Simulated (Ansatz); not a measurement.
Runs of Ansatz 0.2.0 on W2C. Symmetry: P-3m1, No. 164, trigonal system. The conventional cell has a = 3.070 Å, b = 3.070 Å, c = 4.678 Å, α = 90.00°, β = 90.00°, γ = 120.00°. W (site symmetry 3m) has 3 C at 2.13 Å as nearest neighbours. Around C (site symmetry -3m) lie 6 W at 2.13 Å. The cell comes from a database or a generator and needn't be the stable form of this composition.

```tsv
screening (1/Å)	gap on the mesh (eV)	pressure (GPa)	largest force (eV/Å)
0.1	none	-10.6	0.76
0.4	none	-8.6	0.68
0.6	none	-6.8	0.60
0.2	none	(c)	0.74
0.15	none	(b)	0.76
0.3	none	(a)	0.71
```

Alike in all rows: task single point; level HSE06 form with a typed share of exact exchange; potentials or basis Ansatz PAW; no spin polarisation; cell as given; k mesh 5 × 5 × 3; cutoff (eV) 420; smearing fermi-dirac 0.05 eV; the mesh is coarse, so values aren't converged.

Question: Estimate the missing entries.

Answer: (a) -9.4; (b) -10.4; (c) -10.2.

Caveats: all runs use coarse meshes; the PAW data sets come from PBE, with cores solved anew for the run's functional, which leaves a small shift of forces and pressure; the thresholds are loose for stress.

A k mesh can miss the band edges, and the runs leave out spin-orbit coupling on W.

A gap of «none» marks a metal or a gap under the smearing width.
